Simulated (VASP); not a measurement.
# CO2 (I-42d) in VASP: further runs

One crystal, CO2, is run at these levels: r2SCAN, PBEsol; tasks: relaxation of shape and atoms at fixed volume, relaxation of cell and atoms.

Program: VASP 6.6.1. These are calculated values, not measurements. Logs are shortened: lines on timing, memory, paths and dates and some standing lists are left out, and cuts for length are marked.

**1. The crystal as given**

Symmetry: I-42d, No. 122, tetragonal system. The conventional cell has a = 3.552 Å, b = 3.552 Å, c = 5.918 Å, α = 90.00°, β = 90.00°, γ = 90.00°. C (site symmetry -4) is surrounded by 4 O at 1.38 Å. O (site symmetry 2) has 2 C at 1.38 Å as nearest neighbours.

**2. Relaxation of shape and atoms at fixed volume, r2SCAN (a relaxed cell with its volume scaled by 1.04)**

The input, INCAR:

```
PREC = Accurate
ENCUT = 600
EDIFF = 1E-7
ISMEAR = 0
SIGMA = 0.03
LREAL = F
LASPH = T
NELM = 80
ALGO = Normal
ISIF = 4
LWAVE = F
LCHARG = F
METAGGA = R2SCAN
LMIXTAU = T
IBRION = 2
NSW = 40
EDIFFG = -0.01
KPAR = 2
```

The input, KPOINTS:

```
regular mesh
0
Gamma
  12 12 12
```

The input, POSCAR:

```
CO2                                     
1.0
   -1.9835157252      1.9835157252      3.0086316493
    1.9835157252     -1.9835157252      3.0086316493
    1.9835157252      1.9835157252     -3.0086316493
  C               O             
     2     4
Direct
     1.0000000000000000    0.0000000000000000    1.0000000000000000
     0.7500000000000000    0.2500000000000000    0.5000000000000000
     0.3750000000000000    0.2930168707317625    0.4180168707317625
     0.7069831292682375    0.1250000000000000    0.0819831292682376
     0.8750000000000000    0.9569831292682375    0.5819831292682375
     0.0430168707317624    0.6250000000000000    0.9180168707317625
```

Potentials or basis: VASP PAW PBE potentials, release 64 (C, O).

On the command line:

```sh
$ cat potpaw_PBE.64/C/POTCAR potpaw_PBE.64/O/POTCAR > POTCAR
$ mpirun -np 2 vasp_std > vasp.out
```

OUTCAR:

```text
PREC = Accurate
   ENCUT = 600
   EDIFF = 1E-7
   ISMEAR = 0
   LREAL = F
   LASPH = T
   NELM = 80
   ISIF = 4
   METAGGA = R2SCAN
   IBRION = 2
   NSW = 40
   EDIFFG = -0.01

 ion  position               nearest neighbor table
   1  0.000  0.000  0.000-   3 1.41   4 1.41   5 1.41   6 1.41
   2  0.750  0.250  0.500-   3 1.41   4 1.41   5 1.41   6 1.41
   3  0.375  0.293  0.418-   1 1.41   2 1.41
   4  0.707  0.125  0.082-   1 1.41   2 1.41
   5  0.875  0.957  0.582-   1 1.41   2 1.41
   6  0.043  0.625  0.918-   1 1.41   2 1.41

  LATTYP: Found a body centered tetragonal cell.
 ALAT       =     3.9670314504
 C/A-ratio  =     1.5168176441

  Lattice vectors:

 A1 = (  -1.9835157252,   1.9835157252,   3.0086316493)
 A2 = (   1.9835157252,  -1.9835157252,   3.0086316493)
 A3 = (   1.9835157252,   1.9835157252,  -3.0086316493)

Analysis of symmetry for initial positions (statically):
=====================================================================
 Subroutine PRICEL returns:
 Original cell was already a primitive cell.

 Routine SETGRP: Setting up the symmetry group for a
 body centered tetragonal supercell.

 Subroutine GETGRP returns: Found  8 space group operations
 (whereof  4 operations were pure point group operations)
 out of a pool of 16 trial point group operations.

The static configuration has the point symmetry S_4 .
 The point group associated with its full space group is D_2d.

Analysis of symmetry for dynamics (positions and initial velocities):
=====================================================================
 Subroutine PRICEL returns:
 Original cell was already a primitive cell.

 Routine SETGRP: Setting up the symmetry group for a
 body centered tetragonal supercell.

 Subroutine GETGRP returns: Found  8 space group operations
 (whereof  4 operations were pure point group operations)
 out of a pool of 16 trial point group operations.

The dynamic configuration has the point symmetry S_4 .
 The point group associated with its full space group is D_2d.

 Subroutine INISYM returns: Found  8 space group operations
 (whereof  4 operations are pure point group operations),
 and found     1 'primitive' translations

----------------------------------------------------------------------------------------

                                     Primitive cell

  volume of cell :      47.3479

  direct lattice vectors                    reciprocal lattice vectors
    -1.983515725  1.983515725  3.008631649     0.000000000  0.252077659  0.166188506
     1.983515725 -1.983515725  3.008631649     0.252077659  0.000000000  0.166188506
     1.983515725  1.983515725 -3.008631649     0.252077659  0.252077659  0.000000000

  length of vectors
     4.113457629  4.113457629  4.113457629     0.301930068  0.301930068  0.356491644

  position of ions in fractional coordinates (direct lattice)
     0.000000000  0.000000000  0.000000000
     0.750000000  0.250000000  0.500000000
     0.375000000  0.293016871  0.418016871
     0.706983129  0.125000000  0.081983129
     0.875000000  0.956983129  0.581983129
     0.043016871  0.625000000  0.918016871

  ion indices of the primitive-cell ions
   primitive index   ion index
                 1           1
                 2           2
                 3           3
                 4           4
                 5           5
                 6           6

----------------------------------------------------------------------------------------

 KPOINTS: regular mesh

Automatic generation of k-mesh.
 Grid dimensions read from file:
 generate k-points for:   12   12   12

 Generating k-lattice:

  Cartesian coordinates                     Fractional coordinates (reciprocal lattice)
     0.000000000  0.021006472  0.013849042     0.083333333  0.000000000 -0.000000000
     0.021006472  0.000000000  0.013849042     0.000000000  0.083333333 -0.000000000
     0.021006472  0.021006472  0.000000000     0.000000000  0.000000000  0.083333333

  Length of vectors
     0.025160839  0.025160839  0.029707637

  Shift w.r.t. Gamma in fractional coordinates (k-lattice)
     0.000000000  0.000000000  0.000000000

 Subroutine IBZKPT returns following result:
 ===========================================

 Found    163 irreducible k-points:

 Following reciprocal coordinates:
            Coordinates               Weight
  0.000000  0.000000  0.000000      1.000000
  0.083333 -0.000000  0.000000      8.000000
  0.166667 -0.000000  0.000000      8.000000
  0.250000 -0.000000  0.000000      8.000000
  0.333333 -0.000000  0.000000      8.000000
  0.416667  0.000000 -0.000000      8.000000
[... 16 lines left out ...]
  0.500000  0.166667  0.000000     16.000000
 -0.416667  0.166667 -0.000000     16.000000
 [... further k-points ...]
   k-points           NKPTS =    163   k-points in BZ     NKDIM =    163   number of bands    NBANDS=     20
   number of dos      NEDOS =    301   number of ions     NIONS =      6
   total plane-waves  NPLWV =  46656
   dimension x,y,z NGX =    36 NGY =   36 NGZ =   36
   dimension x,y,z NGXF=    72 NGYF=   72 NGZF=   72
   ions per type =               2   4
   NGX,Y,Z   is equivalent  to a cutoff of  14.55, 14.55, 14.55 a.u.
   NGXF,Y,Z  is equivalent  to a cutoff of  29.10, 29.10, 29.10 a.u.
 SYSTEM =  unknown system
   PREC   = accura    normal or accurate (medium, high low for compatibility)
   ISTART =      0    job   : 0-new  1-cont  2-samecut
   ICHARG =      2    charge: 1-file 2-atom 10-const
   ISPIN  =      1    spin polarized calculation?
   LNONCOLLINEAR =      F non collinear calculations
   LSORBIT =      F    spin-orbit coupling
   LASPH  =      T    aspherical Exc in radial PAW
   ENCUT  =  600.0 eV  44.10 Ry    6.64 a.u.   8.22  8.22  8.22*2*pi/ulx,y,z
   NELM   =     80;   NELMIN=  2; NELMDL= -5     # of ELM steps
   EDIFF  = 0.1E-06   stopping-criterion for ELM
   LREAL  =      F    real-space projection
   EDIFFG = -.1E-01   stopping-criterion for IOM
   NSW    =     40    number of steps for IOM
   IBRION =      2    ionic relax: 0-MD 1-quasi-New 2-CG
   NFREE  =      1    steps in history (QN), initial steepest desc. (CG)
   ISIF   =      4    stress and relaxation
   ISYM   =      2    0-nonsym 1-usesym 2-fastsym
   POTIM  = 0.5000    time-step for ionic-motion
   TEBEG  =    0.0;   TEEND  =   0.0 temperature during run
   PSTRESS=    0.0 pullay stress
   NELECT =      32.0000    total number of electrons
   NUPDOWN=      -1.0000    fix difference up-down
   EMIN   =  10.00;   EMAX   =-10.00  energy-range for DOS
   EFERMI =   0.00;   METHOD = LEGACY
   ISMEAR =     0;   SIGMA  =   0.03  broadening in eV -4-tet -1-fermi 0-gaus
   EFERMI_NEDOS =   21; number of points for ismear=-14 and -15
   IALGO  =     38    algorithm
   IMIX   =      4    mixing-type and parameters
     AMIX     =   0.40;   BMIX     =  1.00
     AMIX_MAG =   1.60;   BMIX_MAG =  1.00
  volume/ion in A,a.u.               =       7.89        53.25
  Fermi-wavevector in a.u.,A,eV,Ry     =   1.436673  2.714919 28.082840  2.064030
  Thomas-Fermi vector in A             =   2.555836
   LORBIT       =      0    0 simple, 1 ext, 2 COOP (PROOUT), +10 PAW based schemes
   METAGGA = R2SCAN    functional components
   LHFCALC =     F    Hartree Fock is set to
   AEXX    =    0.0000 exact exchange contribution
   IVDW    =     0    specifies the selected vdW correction
   LEPSILON=     F    determine dielectric tensor
   LRPA    =     F    only Hartree local field effects (RPA)
 conjugate gradient relaxation of ions
 non-spin polarized calculation
 Gauss-broadening in eV      SIGMA  =   0.03
  energy-cutoff  :      600.00
  volume of cell :       47.35
 maximum number of plane-waves:      1604
 NGX is ok and might be reduce to    36
   NGX = 17   NGY = 17   NGZ = 17

--------------------------------------- Ionic step        1  -------------------------------------------

 number of electron      31.9999996 magnetization

 Free energy of the ion-electron system (eV)
  ---------------------------------------------------
  ext. energy  EPLUGINS =         0.00000000
  ---------------------------------------------------
  free energy    TOTEN  =       -49.34686025 eV

  energy without entropy =      -49.34686025  energy(sigma->0) =      -49.34686025

------------------------ aborting loop because EDIFF is reached ----------------------------------------

  FORCE on cell =-STRESS in cart. coord.  units (eV):
  Direction    XX          YY          ZZ          XY          YZ          ZX
  --------------------------------------------------------------------------------------
  -------------------------------------------------------------------------------------
  Total       -3.1315666     -3.1315666     -2.8480424      0.0000000      0.0000000      0.0000000
  in kB     -105.9673143   -105.9673143    -96.3732981      0.0000000      0.0000000      0.0000000
  external PRESSURE =    -102.7693089 kB  Pullay stress =       0.0000000 kB
[... 145 lines left out ...]
  energy  without entropy=      -49.3730902591  energy(sigma->0) =      -49.37309026

--------------------------------------- Ionic step        5  -------------------------------------------

 number of electron      32.0000000 magnetization

 Free energy of the ion-electron system (eV)
  ---------------------------------------------------
  ext. energy  EPLUGINS =         0.00000000
  ---------------------------------------------------
  free energy    TOTEN  =       -49.37429668 eV

  energy without entropy =      -49.37429668  energy(sigma->0) =      -49.37429668

 E-fermi :   1.7280     XC(G=0): -11.7875

 val. band max:        1.5517008110   @ k =   0.5000  -0.0000   0.0000
 cond. band min:       9.9484388527   @ k =   0.0000   0.0000   0.0000
 fundamental gap:      8.3967380417
 Fermi energy:         1.7279585770

 k-point     1 :       0.0000    0.0000    0.0000
  band No.  band energies     occupation
      1     -23.5450      2.00000
      2     -18.3789      2.00000
      3     -18.3789      2.00000
      4     -17.6789      2.00000
      5     -13.5975      2.00000
      6      -8.2517      2.00000
[... 12 lines left out ...]
     19      11.5996      0.00000
[... 513 lines left out ...]
      4     -18.1003      2.00000
      5     -11.7234      2.00000
      6      -8.7895      2.00000
[... 12 lines left out ...]
     19      12.0831      0.00000
     20      12.6942      0.00000

 [... further k-points ...]
[... 5 lines left out ...]
  --------------------------------------------------------------------------------------
  -------------------------------------------------------------------------------------
  Total       -1.6596478     -1.6596478     -1.6652545      0.0000000      0.0000000      0.0000000
  in kB      -56.1598860    -56.1598860    -56.3496069      0.0000000      0.0000000      0.0000000
  external PRESSURE =     -56.2231263 kB  Pullay stress =       0.0000000 kB
[... 21 lines left out ...]
  FREE ENERGIE OF THE ION-ELECTRON SYSTEM (eV)
  ---------------------------------------------------
  free  energy   TOTEN  =       -49.3742966774 eV

  energy  without entropy=      -49.3742966774  energy(sigma->0) =      -49.37429668

 reached required accuracy - stopping structural energy minimisation
```

Wall time 13 min (2 MPI ranks of Intel Xeon 6975P-C (Granite Rapids), shared host); peak memory 0.3 GiB.

What came out:

* Free energy: -49.3743 eV
* Energy gained by relaxing: 4.6 meV/atom
* Ionic steps: 5
* Pressure after relaxing: -5.6 GPa
* Band gap on the k mesh: 8.40 eV, indirect (least direct gap 8.84 eV)

Forces in eV/Å, atoms in the order of the input:
```
C    0.000  0.000  0.000
C    0.000  0.000  0.000
O    0.003  0.000  0.000
O    0.000 -0.003  0.000
O   -0.003  0.000  0.000
O    0.000  0.003  0.000
```

The path:
```tsv
step	energy change (eV)	largest force (eV/Å)	pressure (GPa)
1	0.0000	0.5422	-10.28
2	-0.0242	0.0726	-5.49
3	-0.0248	0.0081	-6.13
4	-0.0262	0.0047	-5.96
5	-0.0274	0.0027	-5.62
```

Final structure:
```
C O
1.0
    -1.99121    1.99121    2.98544
     1.99121   -1.99121    2.98544
     1.99121    1.99121   -2.98544
C O
2 4
Direct
  0.00000 0.00000 0.00000
  0.75000 0.25000 0.50000
  0.37500 0.28637 0.41137
  0.71363 0.12500 0.08863
  0.87500 0.96363 0.58863
  0.03637 0.62500 0.91137
```

Caveat: the PAW data sets were made with another functional, which shifts forces and pressure a little. A k mesh can miss the band edges.

**3. Relaxation of shape and atoms at fixed volume, r2SCAN (a relaxed cell with its volume scaled by 1.06)**

INCAR is that of step 2.

KPOINTS is that of step 2.

Edit POSCAR of step 2 so:

```diff
@@ -2,5 +2,5 @@
 1.0
-   -1.9835157252      1.9835157252      3.0086316493
-    1.9835157252     -1.9835157252      3.0086316493
-    1.9835157252      1.9835157252     -3.0086316493
+   -1.9961499240      1.9961499240      3.0277954249
+    1.9961499240     -1.9961499240      3.0277954249
+    1.9961499240      1.9961499240     -3.0277954249
   C               O
```

Potentials or basis: VASP PAW PBE potentials, release 64 (C, O).

On the command line:

```sh
$ cat potpaw_PBE.64/C/POTCAR potpaw_PBE.64/O/POTCAR > POTCAR
$ mpirun -np 2 vasp_std > vasp.out
```

It took 14 min on 2 MPI ranks of Intel Xeon 6975P-C (Granite Rapids), shared host; peak memory 0.31 GiB.

It converged, with:

```
Free energy                  : -49.3407 eV
Energy gained by relaxing    : 9.9 meV/atom
Ionic steps                  : 5
Pressure after relaxing      : -8.1 GPa
Largest force after relaxing : 0.005 eV/Å
Band gap on the k mesh       : 8.36 eV, indirect (least direct gap 8.82 eV)
```

Forces in eV/Å, atoms in the order of the input:
```
C    0.000  0.000  0.000
C    0.000  0.000  0.000
O    0.005  0.000  0.000
O    0.000 -0.005  0.000
O   -0.005  0.000  0.000
O    0.000  0.005  0.000
```

The path:
```tsv
step	energy change (eV)	largest force (eV/Å)	pressure (GPa)
1	0.0000	0.7826	-14.66
2	-0.0529	0.0708	-8.14
3	-0.0535	0.0123	-8.80
4	-0.0569	0.0065	-8.54
5	-0.0595	0.0050	-8.06
```

Final structure:
```
C O
1.0
    -2.00758    2.00758    2.99340
     2.00758   -2.00758    2.99340
     2.00758    2.00758   -2.99340
C O
2 4
Direct
  0.00000 0.00000 0.00000
  0.75000 0.25000 0.50000
  0.37500 0.28312 0.40812
  0.71688 0.12500 0.09188
  0.87500 0.96688 0.59188
  0.03312 0.62500 0.90812
```

Levels at points of the mesh, in eV from the valence-band top:
```csv
k point,band 13,band 14,band 15,band 16,band 17,band 18,band 19,band 20
"(0.00, 0.00, 0.00)",-1.10,-0.90,-0.90,-0.47,8.36,9.57,9.90,9.90
"(0.50, 0.00, 0.00)",-1.71,-1.36,-0.43,0.00,8.88,9.96,10.25,11.08
"(0.50, 0.50, 0.00)",-0.73,-0.73,-0.48,-0.48,9.43,9.43,10.63,10.63
"(0.50, 0.50, 0.50)",-2.86,-2.86,-0.02,-0.02,9.75,9.75,11.19,11.19
```

Caveat: the PAW data sets were made with another functional, which shifts forces and pressure a little. A k mesh can miss the band edges.

**4. Relaxation of cell and atoms, PBEsol**

The input, INCAR:

```
  ALGO = Normal
  EDIFF = 1E-6
  EDIFFG = -0.01
  ENCUT = 600
  GGA = PS
  IBRION = 2
  ISIF = 3
  ISMEAR = 0
  KPAR = 2
  LASPH = True
  LCHARG = False
  LREAL = False
  LWAVE = False
  NELM = 80
  NSW = 90
  PREC = Accurate
  SIGMA = 0.03
```

The input, KPOINTS:

```
k-points
0
Gamma
  12 12 12
```

The input, POSCAR:

```
CO2
1.0
   -1.7759000000      1.7759000000      2.9592000000
    1.7759000000     -1.7759000000      2.9592000000
    1.7759000000      1.7759000000     -2.9592000000
C O
2 4
Direct
    0.0000000000      0.0000000000      0.0000000000
    0.7500000000      0.2500000000      0.5000000000
    0.3750000000      0.3390000000      0.4640000000
    0.6610000000      0.1250000000      0.0360000000
    0.8750000000      0.9110000000      0.5360000000
    0.0890000000      0.6250000000      0.9640000000
```

On the command line:

```sh
$ cat potpaw_PBE.64/C/POTCAR potpaw_PBE.64/O/POTCAR > POTCAR
$ mpirun -np 2 vasp_std > vasp.out
```

Wall time 5.8 min (2 MPI ranks of Intel Xeon Platinum 8488C (Sapphire Rapids), shared host); peak memory 0.25 GiB.

Results (log left out):

```
Free energy                            : -46.0911 eV
Relaxed volume                         : 7.63 Å³/atom
Relaxed cell                           : a = 4.065 Å, b = 4.065 Å, c = 4.065 Å, α = 122.22°, β = 122.22°, γ = 86.20°
Space group after relaxing (to 0.05 Å) : I-42d (No. 122)
Energy gained by relaxing              : 175.1 meV/atom
Ionic steps                            : 16
Pressure after relaxing                : 0.0 GPa
Largest force after relaxing           : 0.006 eV/Å
Band gap on the k mesh                 : 7.55 eV, indirect (least direct gap 7.99 eV)
```

Forces on the atoms (eV/Å):
```
C    0.000  0.000  0.000
C    0.000  0.000  0.000
O   -0.006  0.000  0.000
O    0.000  0.006  0.000
O    0.006  0.000  0.000
O    0.000 -0.006  0.000
```

Stress tensor (GPa, compression positive):
```
-0.16  0.00  0.00
 0.00 -0.16  0.00
 0.00  0.00  0.20
```

Step by step:
```csv
step,energy change (eV),largest force (eV/Å),pressure (GPa),volume (Å³)
1,0.0000,1.3730,31.04,37.33
2,-0.7196,1.5071,-10.37,44.23
3,-0.7223,1.4920,-8.05,43.66
4,-0.8614,0.8084,9.58,43.93
5,-0.9057,0.0600,3.36,43.84
6,-0.9771,0.0379,1.01,44.79
7,-1.0305,0.0183,-4.27,47.16
8,-1.0344,0.0269,-3.05,46.61
9,-1.0423,0.3106,3.11,45.67
10,-1.0454,0.2099,0.92,46.00
11,-1.0490,0.0861,-0.89,45.91
12,-1.0503,0.0139,-0.28,45.94
13,-1.0504,0.0220,0.12,45.84
14,-1.0504,0.0233,0.15,45.83
15,-1.0505,0.0034,0.00,45.81
16,-1.0505,0.0062,-0.04,45.81
```

Final structure:
```yaml
crystal:
  lattice:
    - [-1.96413, 1.96413, 2.96851]
    - [1.96413, -1.96413, 2.96851]
    - [1.96413, 1.96413, -2.96851]
  atoms:
    - { symbol: C, position: [0.00000, 0.00000, 0.00000] }
    - { symbol: C, position: [0.75000, 0.25000, 0.50000] }
    - { symbol: O, position: [0.37500, 0.29240, 0.41740] }
    - { symbol: O, position: [0.70760, 0.12500, 0.08260] }
    - { symbol: O, position: [0.87500, 0.95760, 0.58260] }
    - { symbol: O, position: [0.04240, 0.62500, 0.91740] }
```

Levels at points of the mesh, in eV from the valence-band top:
```tsv
k point	band 12	band 13	band 14	band 15	band 16	band 17	band 18	band 19	band 20
(0.00, 0.00, 0.00)	-1.28	-1.28	-0.90	-0.90	-0.44	7.55	9.34	9.38	9.38
(0.50, 0.00, 0.00)	-2.31	-1.74	-1.44	-0.45	0.00	8.29	9.53	9.75	10.34
(0.50, 0.50, 0.00)	-2.72	-0.67	-0.67	-0.54	-0.54	8.99	8.99	9.94	9.94
(0.50, 0.50, 0.50)	-3.14	-2.89	-2.89	-0.03	-0.03	8.87	8.87	10.77	10.77
```

Caveat: the volume moved by over 15 % at a fixed basis, so the end points are rough; the PAW data sets were made with another functional, which shifts forces and pressure a little; the volume moved by +23 % from the deposited cell, more than functionals usually miss. Zero-point motion and thermal expansion aren't in these numbers.

**5. Summary**

```tsv
task	level	cell	gap on the mesh (eV)	pressure (GPa)
relaxation of shape and atoms at fixed volume	r2SCAN	atoms relaxed at fixed volume from: a relaxed cell with its volume scaled by 1.04	8.40	-5.6
relaxation of shape and atoms at fixed volume	r2SCAN	atoms relaxed at fixed volume from: a relaxed cell with its volume scaled by 1.06	8.36	-8.1
relaxation of cell and atoms	PBEsol	relaxed	7.55	0.0
```

Alike in all rows: potentials or basis VASP PAW PBE potentials, release 64 (C, O); no spin polarisation; k mesh 12 × 12 × 12; cutoff (eV) 600; smearing gaussian 0.03 eV.

Caveats: the PAW data sets were made with another functional, which shifts forces and pressure a little; the volume moved by over 15 % at a fixed basis, so the end points are rough (some runs); the volume moved by +23 % from the deposited cell, more than functionals usually miss (some runs).

Total energies depend on the potentials used, so only differences within one code and one set of settings carry meaning.
